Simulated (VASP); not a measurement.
## SnSe (strained measured structure): one PBE single-point calculation in two programs

```
Sn Se
1.0
     0.00000    2.89833    2.89833
     2.89833    0.00000    2.89833
     2.89833    2.89833    0.00000
Sn Se
1 1
Direct
  0.00000 0.00000 0.00000
  0.50000 0.50000 0.50000
```

Datasets and cutoffs are each program's own. VASP's cell holds 20 valence electrons and Ansatz's 30. Ansatz's stress includes a Pulay correction; VASP's doesn't.

Cutoffs: 520 eV in VASP, 420 eV in Ansatz. k meshes: 8×8×8 and 8×8×8.

```csv
,VASP,Ansatz
gap between bands v and c,-0.04 eV (bands overlap: a metal),-0.04 eV (bands overlap: a metal)
least direct gap,0.00 eV,0.00 eV
pressure,8.5 GPa,8.5 GPa
```

Band v is the last that the valence electrons fill when counted band by band, and c is the next. Levels in eV from the top of v, Ansatz:

```json
{"point": "Γ", "v−1": "-2.78", "v": "-2.78", "c": "4.50", "c+1": "4.50"}
{"point": "X", "v−1": "-4.45", "v": "-4.45", "c": "2.37", "c+1": "5.76"}
{"point": "K", "v−1": "-3.91", "v": "-2.92", "c": "3.17", "c+1": "3.69"}
{"point": "L", "v−1": "-2.51", "v": "-0.34", "c": "0.79", "c+1": "0.91"}
{"point": "W", "v−1": "-5.68", "v": "-1.01", "c": "1.33", "c+1": "4.68"}
```

VASP:

| point | v−1 | v | c | c+1 |
| --- | --- | --- | --- | --- |
| Γ | -2.78 | -2.78 | 4.50 | 4.50 |
| X | -4.45 | -4.45 | 2.37 | 5.76 |
| K | -3.91 | -2.92 | 3.17 | 3.69 |
| L | -2.51 | -0.34 | 0.79 | 0.91 |
| W | -5.68 | -1.01 | 1.33 | 4.68 |
